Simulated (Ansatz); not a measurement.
CsPbBr3:

```
CELL_PARAMETERS angstrom
5.87000 0.00000 0.00000
0.00000 5.87000 0.00000
0.00000 0.00000 5.87000
ATOMIC_POSITIONS crystal
Pb 0.50000 0.50000 0.50000
Cs 0.00000 0.00000 0.00000
Br 0.50000 0.50000 0.00000
Br 0.50000 0.00000 0.50000
Br 0.00000 0.50000 0.50000
```

Measurements of this composition are mostly on another form, of space group No. 62.

Base run:

| Quantity | Value |
| --- | --- |
| Program | Ansatz 0.2.0 |
| Functional | HSE06 |
| Potentials or basis | Ansatz PAW |
| Cutoff | 420 eV (not typed: the program's choice for these potentials) |
| k mesh | 4 × 4 × 4 |
| Occupations | fermi-dirac, width 0.05 eV |
| Spin | no spin polarisation |

Its results: band gap on the k mesh 2.11 eV, direct; pressure 1.1 GPa.

Q: The run is repeated on the same cell with these changes: functional from HSE06 to PBE0. What comes out?

A: Band gap on the k mesh 2.73 eV, direct; pressure 1.1 GPa.

Caveats: spin-orbit coupling is left out, which as a rule narrows the gap of such compounds by several tenths of an eV; the PAW data sets come from PBE, with cores solved anew for the run's functional, which leaves a small shift of forces and pressure; the thresholds are loose for stress.
